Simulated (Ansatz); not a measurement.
# TaO2 monolayer (2H): phonons and vibrational spectra, part 2 of 2

Task: relax TaO2 monolayer (2H), then find its harmonic phonons.

Ansatz 0.2.0; DFT PBE, scalar-relativistic, plane waves, PAW.

So far. Step 4 (Tight relaxation): The largest force component left is 0.12 meV/Å, within the tolerances set. Step 5 (Zone-centre response): Before it was imposed, the acoustic sum rule was missed by 6.7e-5 eV/Å². Small misses are needed for a sound result but don't prove that mesh and cutoff are converged. The lowest optical mode is imaginary, 385.1i cm⁻¹, so the energy falls along it.

### 6. The dispersion (continued)

Frequencies (cm⁻¹) solved at each irreducible wavevector; negative means imaginary. Frequencies by wavevector, by row:

```tsv
q in reciprocal lattice units	star	mode 1	mode 2	mode 3	mode 4	mode 5	mode 6	mode 7	mode 8	mode 9
0 0 0	1	-385.1	-385.1	0	0	0	343.3	343.3	606.1	673.3
0 0.1667 0	6	-411.3	-309.9	29.9	82.4	151.8	359.4	361.9	565.5	666.9
0 0.3333 0	6	-264.9	-59.4	82.9	151.9	345.1	394.1	396.8	507.6	651.6
0 -0.5 0	3	-138.9	107.1	142.1	194.9	410	412.6	431.3	479.6	651.1
0.1667 0.1667 0	6	-181	-160	68.1	170.2	285.9	380.4	394.2	521.4	655.8
0.1667 0.3333 0	12	-78.8	101.7	191.1	260	410.2	415	421.1	480.4	649.3
0.3333 0.3333 0	2	-154.4	108.2	241.9	304.9	418.6	424.1	459.2	466.6	646.4
```

Interpolated from a 6×6×1 q mesh. Phonon branches along the path, in cm⁻¹:

```tsv
point	branch 1	branch 2	branch 3	branch 4	branch 5	branch 6	branch 7	branch 8	branch 9
Γ	-385	-385	0	0	0	343	343	606	673
halfway	-356	-188	57	112	242	378	378	534	658
M	-139	107	142	195	410	413	431	480	651
halfway	-70	106	201	264	416	417	432	473	649
K	-154	108	242	305	419	424	459	467	646
halfway	-181	-160	68	170	286	380	394	521	656
Γ	-385	-385	0	0	0	343	343	606	673
```

The phonon density of states has structure finer than the step of the table below, so its rows give means over 25 cm⁻¹, whole bins alone (the curve runs from -415 to 675 cm⁻¹). Peaks (cm⁻¹: height): -105.0: 0.00904, 105.0: 0.0420, 415.0: 0.0677, 475.0: 0.0200, 655.0: 0.0466.

Tetrahedra on a 24×24×1 mesh, mean over bins of 10 cm-1. Interpolated from a 6×6×1 q mesh. Phonon density of states against wavenumber; means over each step:

```tsv
wavenumber (cm⁻¹)	phonon density of states (1/cm⁻¹/cell)
-400	0.00436
-375	0.00326
-350	0.00279
-325	0.00251
-300	0.00244
-275	0.00241
-250	0.00248
-225	0.00262
-200	0.00286
-175	0.00322
-150	0.00495
-125	0.00650
-100	0.00750
-75	0.00415
-50	0.00229
-25	0.00124
0	0.00237
25	0.00520
50	0.00783
75	0.0122
100	0.0251
125	0.0106
150	0.00787
175	0.00821
200	0.0106
225	0.00997
250	0.00618
275	0.00560
300	0.00524
325	0.00240
350	0.0112
375	0.0193
400	0.0401
425	0.0292
450	0.00481
475	0.0143
500	0.0105
525	0.00611
550	0.00410
575	0.00286
600	0.00152
625	0.00170
650	0.0301
```

The partial phonon density of states has structure finer than the step of the table below, so its rows give means over 25 cm⁻¹, whole bins alone (the curve runs from -425 to 704 cm⁻¹). Peaks (cm⁻¹: height): O 412.5: 0.0516, 483.5: 0.0165, 653.8: 0.0376; Ta -98.6: 0.00707, 100.1: 0.0252.

Phonopy on the run's constants, 21x21x1 mesh, Gaussian sigma 8.1 cm-1. Interpolated from a 6×6×1 q mesh. The partial phonon density of states by wavenumber; means over each step; values in 1/cm⁻¹/cell:

```tsv
wavenumber (cm⁻¹)	O	Ta
-400	0.00340	7.1e-4
-375	0.00281	6.6e-4
-350	0.00201	5.4e-4
-325	0.00201	6.8e-4
-300	0.00159	6.0e-4
-275	0.00197	9.7e-4
-250	0.00127	7.8e-4
-225	0.00136	0.00106
-200	0.00151	0.00157
-175	0.00152	0.00185
-150	0.00142	0.00315
-125	0.00178	0.00556
-100	0.00101	0.00592
-75	4.1e-4	0.00287
-50	4.7e-4	0.00281
-25	1.5e-4	7.8e-4
0	2.8e-4	0.00153
25	7.7e-4	0.00407
50	0.00151	0.00692
75	0.00180	0.0112
100	0.00245	0.0213
125	0.00224	0.00929
150	0.00214	0.00537
175	0.00282	0.00583
200	0.00384	0.00654
225	0.00349	0.00619
250	0.00378	0.00272
275	0.00444	9.6e-4
300	0.00453	0.00100
325	0.00217	3.1e-4
350	0.0110	4.3e-4
375	0.0187	6.1e-4
400	0.0375	0.00102
425	0.0286	9.3e-4
450	0.00582	1.4e-4
475	0.0135	2.8e-4
500	0.0102	4.7e-4
525	0.00564	4.9e-4
550	0.00366	4.5e-4
575	0.00247	3.7e-4
600	0.00133	2.2e-4
625	0.00251	5.9e-5
650	0.0279	4.2e-4
675	0.00897	6.0e-5
```

Symmetry leaves 7 wavevectors to solve. The lowest mode among them, the acoustic zeros apart, lies at q = (0, 0.167, 0) and is imaginary, 411.3i cm⁻¹, so the energy falls along it. Between them the interpolated path dips to 415i cm⁻¹.

### 7. Another isotope

An isotope changes the mass and not the force constants, so no new electronic calculation is needed; the shifts show which modes move this element.

The same force constants with the mass of O changed from 15.999 to 17.999 u (phonopy, no LO-TO term). Both lists are sorted by frequency; levels can cross, so a row need not hold one and the same mode. Modes under 3 cm⁻¹ are left out. Isotope shifts, by row:

```tsv
q	rank	natural mass (cm⁻¹)	changed mass (cm⁻¹)
0 0 0	1	-385.1	-366.5
0 0 0	2	-385.1	-366.5
0 0 0	6	343.3	323.6
0 0 0	7	343.3	323.6
0 0 0	8	606.1	576.7
0 0 0	9	673.3	634.8
0 0.1667 0	1	-411.3	-392.1
0 0.1667 0	2	-309.9	-297
0 0.1667 0	3	29.87	29.59
0 0.1667 0	4	82.36	81.45
0 0.1667 0	5	151.8	149.3
0 0.1667 0	6	359.4	338.9
0 0.1667 0	7	361.9	341.8
0 0.1667 0	8	565.5	537.3
0 0.1667 0	9	666.9	628.9
0 0.3333 0	1	-264.9	-254.6
0 0.3333 0	2	-59.42	-58.78
0 0.3333 0	3	82.93	82.41
0 0.3333 0	4	151.9	149
0 0.3333 0	5	345.1	328.7
0 0.3333 0	6	394.1	372.5
0 0.3333 0	7	396.8	374.1
0 0.3333 0	8	507.6	480.4
0 0.3333 0	9	651.6	614.8
0 -0.5 0	1	-138.9	-135.2
0 -0.5 0	2	107.1	106.8
0 -0.5 0	3	142.1	141.1
0 -0.5 0	4	194.9	188.8
0 -0.5 0	5	410	387
0 -0.5 0	6	412.6	389
0 -0.5 0	7	431.3	409
0 -0.5 0	8	479.6	452.9
0 -0.5 0	9	651.1	614.6
```

A mode of this element alone would shift by -5.72 %. The highest zone-centre frequency without the field goes from 673.3 to 634.8 cm⁻¹ (-5.7 %).

### 8. Summary of results

- space group after relaxation (within 0.01 Å): P-6m2
- area per atom: 2.56 Å²
- electronic character: no gap on this mesh
- highest optical mode at the zone centre (no LO-TO term): 673 cm⁻¹
- lowest optical zone-centre mode: -385 cm⁻¹
- lowest mode on the q mesh (acoustic modes at Γ apart): -411 cm⁻¹
- highest frequency on the path or at a solved wavevector: 673 cm⁻¹
- imaginary modes on the 6×6×1 q mesh: yes

In words: Modes are clearly imaginary (beyond 10i cm⁻¹) at 7 of the 7 irreducible wavevectors, most at q = (0, 0.167, 0) (411.3i cm⁻¹), so this structure is not a minimum of the energy. The optical modes at Γ span -385 to 673 cm⁻¹ (negative means imaginary). The highest mode in this list at Γ, 673.3 cm⁻¹, is mostly motion of O (100 % of the kinetic energy). With no gap, or one that is small against the smearing, the frequencies hang on the k mesh and the smearing, most of all near Kohn anomalies. The phonon runs are without spin polarisation, although the cell has an odd electron count. In a sheet or slab the interpolated bending branch near Γ is rough, since the rotational sum rule isn't imposed. Spin-orbit coupling is left out, which can matter for the heavy elements here. A phonon run warned that its eigensolver left some bands unconverged in a pass. The starting cell was built on a prototype and not taken from a measurement. These are harmonic frequencies at zero temperature: anharmonic shifts, linewidths and thermal expansion are left out.

[Logs are printed without paths, hosts, clocks, repeated set-up lines and the standing remarks that a program may print on its own settings, such as how far it seeks lower states.]

[Hosts, paths, dates, database ids (printed as entryN), source tags and the programs' standing remarks are cut or masked in the printed files.]
